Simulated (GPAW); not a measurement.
# CdTe (F-43m) in GPAW: a series of runs, part 2 of 2

GPAW 26.7.0. Earlier steps stand in the parts before.

### 3 Band structure, SOGGA, spin-orbit coupling, no magnetisation

Input file run.py:

```python
import numpy as np
from ase.dft.bandgap import bandgap
from ase.io import read, write
from ase.units import GPa
from gpaw import GPAW, PW, setup_paths
from gpaw.spinorbit import soc_eigenstates

setup_paths.insert(0, '.')

atoms = read('CdTe.xyz')

calc = GPAW(mode=PW(600),
            xc='GGA_X_SOGGA+GGA_C_PBE_SOL',
            kpts={'size': (6, 6, 6), 'gamma': True},
            occupations={'name': 'fermi-dirac', 'width': 0.05},
            nbands=18,
            convergence={'density': 1e-05, 'energy': 1e-05},
            maxiter=150,
            txt='gpaw.txt')
atoms.calc = calc
energy = atoms.get_potential_energy()
forces = atoms.get_forces()
stress = atoms.get_stress()
calc.write('gs.gpw')
write('result.traj', atoms)
print(f'Energy: {energy:.6f} eV')
print('Forces (eV/A):')
print(forces.round(4))
print('Stress (GPa):', (stress / GPa).round(3))
print('Fermi level:', round(calc.get_fermi_level(), 4), 'eV')
print(f'Gap: {bandgap(calc)[0]:.4f} eV, direct: {bandgap(calc, direct=True)[0]:.4f} eV')

path = atoms.cell.bandpath('GXWKGLUWLK,UX', npoints=100, eps=1e-4)
bs_calc = calc.fixed_density(kpts=path, symmetry='off', nbands=31,
                             convergence={'bands': 'CBM+6.0', 'eigenstates': 1e-6}, txt='bands.txt')
bs = bs_calc.band_structure()
bs.write('bs.json')
print(f'Gap on the path: {bandgap(bs_calc)[0]:.4f} eV')

soc = soc_eigenstates(bs_calc, theta=90, phi=0)
np.savetxt('soc_bands.dat', soc.eigenvalues(), fmt='%.4f')
mesh = soc_eigenstates('gs.gpw', theta=90, phi=0)
np.savetxt('soc_mesh.dat', mesh.eigenvalues(), fmt='%.4f')
print('Fermi level with spin-orbit coupling:', round(mesh.fermi_level, 4), 'eV')
```

Input file CdTe.xyz:

```xyz
2
Lattice="0.0000000000 3.2050000000 3.2050000000 3.2050000000 0.0000000000 3.2050000000 3.2050000000 3.2050000000 0.0000000000" Properties=species:S:1:pos:R:3 pbc="T T T"
Te     4.8075000000      4.8075000000      4.8075000000
Cd     0.0000000000      0.0000000000      0.0000000000
```

Potentials or basis: PAW data sets generated in the run's folder for this functional, pw.

The run is started by

```
$ gpaw-setup -f GGA_X_SOGGA+GGA_C_PBE_SOL Cd Te
$ OMP_NUM_THREADS=1 python run.py
```

It took 92 s on 1 thread of Intel Xeon at 2.70GHz, shared host; peak memory 0.37 GiB.

Results (log left out):

```
Free energy             : -5.8464 eV
Pressure                : 1.2 GPa
Band gap on the k mesh  : 0.42 eV, direct
Band gap along the path : 0.43 eV, direct
```

Levels at the corners of the path, in eV from the valence-band top:
```
point  band 14  band 15  band 16  band 17  band 18  band 19  band 20  band 21  band 22  band 23
    Γ    -0.97     0.00     0.00     0.00     0.00     0.43     0.43     3.93     3.93     4.32
    X    -4.86    -2.53    -2.53    -2.15    -2.15     2.09     2.09     2.28     2.28     8.34
    W    -4.59    -3.15    -2.66    -2.64    -2.63     3.74     4.21     4.25     4.34     5.07
    K    -4.63    -3.27    -2.95    -1.99    -1.95     2.45     2.47     4.06     4.28     6.93
    Γ    -0.97     0.00     0.00     0.00     0.00     0.43     0.43     3.93     3.93     4.32
    L    -5.02    -1.46    -1.46    -0.87    -0.87     1.43     1.43     4.72     4.72     4.88
    U    -4.63    -3.27    -2.95    -1.99    -1.95     2.45     2.47     4.06     4.28     6.93
    W    -4.59    -3.15    -2.66    -2.64    -2.63     3.74     4.21     4.25     4.34     5.07
    L    -5.02    -1.46    -1.46    -0.87    -0.87     1.43     1.43     4.72     4.72     4.88
    K    -4.63    -3.27    -2.95    -1.99    -1.95     2.45     2.47     4.06     4.28     6.93
    U    -4.63    -3.27    -2.95    -1.99    -1.95     2.45     2.47     4.06     4.28     6.93
    X    -4.86    -2.53    -2.53    -2.15    -2.15     2.09     2.09     2.28     2.28     8.34
```

Caveat: spin-orbit coupling was added after a scalar SCF, so levels and gaps hold it while energy, forces, pressure and moments don't; this program's spin-orbit splittings come out too wide for heavy elements.

### 4 Band structure, vdW-DF, spin-orbit coupling, no magnetisation

Input file run.py:

```python
import numpy as np
from ase.dft.bandgap import bandgap
from ase.io import read, write
from gpaw import GPAW, PW
from gpaw.spinorbit import soc_eigenstates

atoms = read('POSCAR')

calc = GPAW(mode=PW(600),
            xc={'name': 'vdW-DF', 'backend': 'libvdwxc'},
            kpts={'size': (6, 6, 6), 'gamma': True},
            occupations={'name': 'fermi-dirac', 'width': 0.05},
            nbands=18,
            convergence={'density': 1e-05, 'energy': 1e-05},
            maxiter=150,
            txt='gpaw.txt')
atoms.calc = calc
energy = atoms.get_potential_energy()
forces = atoms.get_forces()
calc.write('gs.gpw')
write('result.traj', atoms)
print(f'Energy: {energy:.6f} eV')
print('Forces (eV/A):')
print(forces.round(4))
print('Fermi level:', round(calc.get_fermi_level(), 4), 'eV')
print(f'Gap: {bandgap(calc)[0]:.4f} eV, direct: {bandgap(calc, direct=True)[0]:.4f} eV')

path = atoms.cell.bandpath('GXWKGLUWLK,UX', npoints=60, eps=1e-4)
bs_calc = calc.fixed_density(kpts=path, symmetry='off', nbands=31,
                             convergence={'bands': 'CBM+6.0', 'eigenstates': 1e-6}, txt='bands.txt')
bs = bs_calc.band_structure()
bs.write('bs.json')
print(f'Gap on the path: {bandgap(bs_calc)[0]:.4f} eV')

soc = soc_eigenstates(bs_calc, theta=0, phi=0)
np.savetxt('soc_bands.dat', soc.eigenvalues(), fmt='%.4f')
mesh = soc_eigenstates('gs.gpw', theta=0, phi=0)
np.savetxt('soc_mesh.dat', mesh.eigenvalues(), fmt='%.4f')
print('Fermi level with spin-orbit coupling:', round(mesh.fermi_level, 4), 'eV')
```

Input file POSCAR:

```
CdTe
1.0
    0.0000000000      3.2050000000      3.2050000000
    3.2050000000      0.0000000000      3.2050000000
    3.2050000000      3.2050000000      0.0000000000
Te Cd
1 1
Direct
    0.7500000000      0.7500000000      0.7500000000
    0.0000000000      0.0000000000      0.0000000000
```

Potentials or basis: GPAW PAW data sets (gpaw-data 1.2.1), pw.

The run is started by

```
$ OMP_NUM_THREADS=1 python run.py
```

Run time: 55 s. Hardware: 1 thread of Intel Xeon at 2.70GHz, shared host; peak memory 0.34 GiB.

It converged, with:

| Property | Result |
| --- | --- |
| Free energy | -116.4264 eV |
| Band gap on the k mesh | 0.64 eV, direct |
| Band gap along the path | 0.64 eV, direct |

Levels at the corners of the path, in eV from the valence-band top:
```
point  band 14  band 15  band 16  band 17  band 18  band 19  band 20  band 21  band 22  band 23
    Γ    -0.96     0.00     0.00     0.00     0.00     0.64     0.64     4.09     4.09     4.48
    X    -4.74    -2.46    -2.46    -2.08    -2.08     2.32     2.32     2.42     2.42     8.56
    W    -4.46    -3.07    -2.56    -2.55    -2.53     3.82     4.26     4.42     4.49     5.26
    K    -4.51    -3.19    -2.85    -1.93    -1.89     2.62     2.66     4.19     4.40     7.11
    Γ    -0.96     0.00     0.00     0.00     0.00     0.64     0.64     4.09     4.09     4.48
    L    -4.89    -1.43    -1.43    -0.84    -0.84     1.62     1.62     4.85     4.85     5.01
    U    -4.51    -3.19    -2.85    -1.93    -1.89     2.62     2.66     4.19     4.40     7.11
    W    -4.46    -3.07    -2.56    -2.55    -2.53     3.82     4.26     4.42     4.49     5.26
    L    -4.89    -1.43    -1.43    -0.84    -0.84     1.62     1.62     4.85     4.85     5.01
    K    -4.51    -3.19    -2.85    -1.93    -1.89     2.62     2.66     4.19     4.40     7.11
    U    -4.51    -3.19    -2.85    -1.93    -1.89     2.62     2.66     4.19     4.40     7.11
    X    -4.74    -2.46    -2.46    -2.08    -2.08     2.32     2.32     2.42     2.42     8.56
```

Caveat: spin-orbit coupling was added after a scalar SCF, so levels and gaps hold it while energy, forces, pressure and moments don't; this program's spin-orbit splittings come out too wide for heavy elements; the PAW data sets were made with another functional, which shifts forces and pressure a little.

### 5 Against experiment

Step 3. Against the measured gap of CdTe, 1.607 eV (0 K; a printed reference work, data compilation), the calculated 0.43 eV is off by -1.18 eV. So large a miss can be the level of theory's own, or it may mean another phase, state or a wrong row. The value is that of SOGGA, without temperature or zero-point motion.

Step 4. Against the measured gap of CdTe, 1.607 eV (0 K; a printed reference work, data compilation), the calculated 0.64 eV is off by -0.96 eV. The value is that of vdW-DF, without temperature or zero-point motion.
